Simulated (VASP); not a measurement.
# Ag: relaxation of cell and atoms with PBE+D3(BJ)

Ag:

```
CELL_PARAMETERS angstrom
2.93418 0.00000 0.00000
-1.46709 2.54107 0.00000
0.00000 0.00000 4.79908
ATOMIC_POSITIONS crystal
Ag 0.33333 0.66667 0.25000
Ag 0.66667 0.33333 0.75000
```

This isn't the form of Ag at room conditions, which is fcc.

| Item | Value |
| --- | --- |
| Program | VASP 6.6.1 |
| Task | relaxation of cell and atoms |
| Functional | PBE |
| Dispersion | D3(BJ) |
| Potentials or basis | VASP PAW PBE potentials, release 64 (Ag) |
| Cutoff | 600 eV |
| k mesh | 18 × 18 × 10 |
| Occupations | gaussian, width 0.1 eV |
| Spin | no spin polarisation |
| Dipole correction | no |
| Further INCAR settings | ALGO = Fast; EDIFF = 1e-06; IBRION = 2; EDIFFG = -0.005; NSW = 70; ISIF = 3 |

The relaxed volume is 16.91 Å³/atom. The relaxed cell is a = 2.879 Å, b = 2.879 Å, c = 4.712 Å, α = 90.00°, β = 90.00°, γ = 120.00° and the space group after relaxing (to 0.05 Å) is P6_3/mmc (No. 194). The energy gained by relaxing is 17.3 meV/atom and the ionic steps are 10. The pressure after relaxing is 0.0 GPa. The band gap on the k mesh is none (metal or under the smearing width) and the dispersion energy per atom is -0.594 eV.

Step by step:
```csv
step,energy change (eV),largest force (eV/Å),pressure (GPa),volume (Å³)
1,0.0000,0.0000,-5.16,35.78
2,-0.0250,0.0000,3.13,32.88
3,-0.0346,0.0000,0.17,33.81
4,-0.0346,0.0000,-0.14,33.86
5,-0.0346,0.0000,-0.13,33.86
6,-0.0346,0.0000,-0.12,33.86
7,-0.0346,0.0000,-0.12,33.86
8,-0.0346,0.0000,-0.09,33.85
9,-0.0346,0.0000,-0.06,33.85
10,-0.0346,0.0000,0.00,33.83
```

Final structure:
```
Ag
1.0
     2.87925    0.00000    0.00000
    -1.43962    2.49350    0.00000
     0.00000    0.00000    4.71208
Ag
2
Cartesian
  0.0000 1.6623 1.1780
  1.4396 0.8312 3.5341
```

Levels at points of the mesh, in eV from the Fermi level:
| k point | band 7 | band 8 | band 9 | band 10 | band 11 | band 12 | band 13 | band 14 | band 15 |
| --- | --- | --- | --- | --- | --- | --- | --- | --- | --- |
| (0.00, 0.00, 0.00) | -4.49 | -4.12 | -4.12 | -3.10 | -3.10 | -0.42 | 3.63 | 15.71 | 17.60 |
| (0.50, 0.00, 0.00) | -3.83 | -2.96 | -2.91 | -2.82 | 0.13 | 1.60 | 6.94 | 7.20 | 9.49 |
| (0.00, 0.00, 0.50) | -4.57 | -4.57 | -3.42 | -3.42 | -3.42 | -3.42 | 11.18 | 11.18 | 16.08 |
| (0.50, 0.00, 0.50) | -3.15 | -3.15 | -2.87 | -2.87 | 0.77 | 0.77 | 4.66 | 4.66 | 13.72 |

It took 2.6 min on 1 thread of Intel(R) Xeon(R) 6975P-C (Granite Rapids), on a shared host, peak memory 0.28 GiB.

Caveat: pairwise dispersion overbinds metals, which lowers pressure and volume.
